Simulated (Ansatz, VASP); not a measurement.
One calculation of Li, two programs

```
CELL_PARAMETERS angstrom
0.00000 3.07838 3.07838
3.07838 0.00000 3.07838
3.07838 3.07838 0.00000
ATOMIC_POSITIONS crystal
Li 0.12500 0.12500 0.12500
Li 0.87500 0.87500 0.87500
```

The cell was built by a generator and needn't be a form met in nature.

Alike in both runs: task relaxation of cell and atoms; functional BLYP; k mesh 9 × 9 × 9; occupations fermi-dirac, width 0.1 eV; no spin polarisation.

```csv
,VASP,Ansatz
version,VASP 6.6.1,Ansatz 0.2.0
potentials or method,"VASP PAW PBE potentials, release 64 (Li_sv)","plane waves (420 eV) with PAW, scalar-relativistic"
plane-wave cutoff (eV),600,420
valence electrons in the cell,6,6
```

|  | VASP | Ansatz | Ansatz less VASP |
| --- | --- | --- | --- |
| relaxed volume (Å³/atom) | 27.65 | 28.00 | +0.342 |
| relaxed cell length with the largest relative difference (Å) | 4.277 | 4.294 | +0.0176 |
| energy change over the relaxation (meV/atom) | -1 | 0 | +0.6 |

Caveats: the cutoff is under 1.25 times the usual one of these potentials, so pressure, stress and relaxed cells hold a basis-set (Pulay) error (VASP); the PAW data sets were made with another functional, which shifts forces and pressure a little (VASP).
